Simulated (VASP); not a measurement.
Input of a VASP 6.6.1 run:

INCAR

```
PREC     = Accurate       # precision mode
ENCUT    = 600            # plane-wave cutoff, eV
EDIFF    = 1E-7           # SCF threshold, eV
ISMEAR   = 0              # smearing method
SIGMA    = 0.1            # smearing width, eV
LREAL    = F              # projectors in reciprocal space
LASPH    = T              # aspherical terms in the spheres
NELM     = 60             # most SCF steps
ALGO     = Normal         # electronic algorithm
ISIF     = 3              # what is computed and relaxed
LWAVE    = F              # write WAVECAR
LCHARG   = F              # write CHGCAR
GGA      = RP             # functional
IBRION   = 2              # ionic algorithm
NSW      = 90             # ionic steps
EDIFFG   = -0.005         # ionic threshold
```

Contents of KPOINTS:

```
Automatic mesh
0
Gamma
  18 18 18
```

Contents of POSCAR:

```
Nb
1.0
    0.0000000000      2.0800838200      2.0800838200
    2.0800838200      0.0000000000      2.0800838200
    2.0800838200      2.0800838200      0.0000000000
Nb
1
Direct
    0.0000000000      0.0000000000      0.0000000000
```

Potentials or basis: VASP PAW PBE potentials, release 64 (Nb_sv).

Command:

```console
$ cat potpaw_PBE.64/Nb_sv/POTCAR > POTCAR
$ mpirun -np 1 vasp_std > vasp.out
```

Q: Predict the space group after relaxing (to 0.05 Å).

A: Fm-3m (No. 225).

Q: Predict the band gap on the k mesh.

A: None (metal or under the smearing width).

Q: Predict the relaxed volume.

A: 19.05 Å³/atom.

Final structure:
```
Nb
1.0
     0.00000    2.11988    2.11988
     2.11988    0.00000    2.11988
     2.11988    2.11988    0.00000
Nb
1
Direct
  0.00000 0.00000 0.00000
```

Caveat: the PAW data sets were made with another functional, which shifts forces and pressure a little.
